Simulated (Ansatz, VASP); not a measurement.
CuI (Marshite): VASP beside Ansatz

Contents of POSCAR:

```
CuI
1.0
    0.0000000000      3.0120429050      3.0120429050
    3.0120429050      0.0000000000      3.0120429050
    3.0120429050      3.0120429050      0.0000000000
Cu I
1 1
Direct
    0.2500000000      0.2500000000      0.2500000000
    0.0000000000      0.0000000000      0.0000000000
```

The input INCAR.step1:

```
PREC = Accurate
ENCUT = 520
ISMEAR = 0
SIGMA = 0.01
LREAL = False
LASPH = True
NELM = 60
NBANDS = 16
GGA = PE
ALGO = Normal
EDIFF = 1E-4
LWAVE = True
LCHARG = False
```

The input INCAR.step2:

```
PREC = Accurate
ENCUT = 520
EDIFF = 1E-6
ISMEAR = 0
SIGMA = 0.01
LREAL = False
LASPH = True
NELM = 60
ALGO = Normal
ISIF = 2
LWAVE = False
LCHARG = False
METAGGA = R2SCAN
LMIXTAU = True
NBANDS = 16
ISTART = 1
```

File KPOINTS:

```
regular mesh
0
Gamma
  6 6 6
```

Input for Ansatz:

```yaml
crystal:
  lattice:
    - [0.0, 3.012042905, 3.012042905]
    - [3.012042905, 0.0, 3.012042905]
    - [3.012042905, 3.012042905, 0.0]
  atoms:
    - { symbol: Cu, position: [0.25, 0.25, 0.25] }
    - { symbol: I, position: [0.0, 0.0, 0.0] }
kpoints:
  mp_grid: { grid: [6, 6, 6] }
hamiltonian:
  xc: r2scan
scf:
  occupations: { method: fixed }
  n_extra_bands: 4
output:
  forces: true
  stress: true
  eigenvalues: true
```

Alike in both runs: task single point; functional r2SCAN; k mesh 6 × 6 × 6; no spin polarisation.

|  | VASP | Ansatz |
| --- | --- | --- |
| version | VASP 6.6.1 | Ansatz 0.2.0 |
| potentials or method | VASP PAW PBE potentials, release 64 (Cu, I) | plane waves |
| plane-wave cutoff (eV) | 520 | 500 |
| occupations | gaussian, width 0.01 eV | fixed |
| valence electrons in the cell | 18 | 36 |

|  | VASP | Ansatz | Ansatz less VASP |
| --- | --- | --- | --- |
| gap on the k mesh at the Fermi level (eV) | 1.67 | 1.67 | -0.005 |
| pressure (GPa) | -0.1 | 0.0 | +0.04 |

The two sets of potentials don't hold the same shells in valence.

Caveats: the PAW data sets were made with another functional, which shifts forces and pressure a little (VASP); spin-orbit coupling is left out, which moves the levels of the heavy elements. r2SCAN opens gaps a little over a GGA but as a rule still falls short of measured ones.
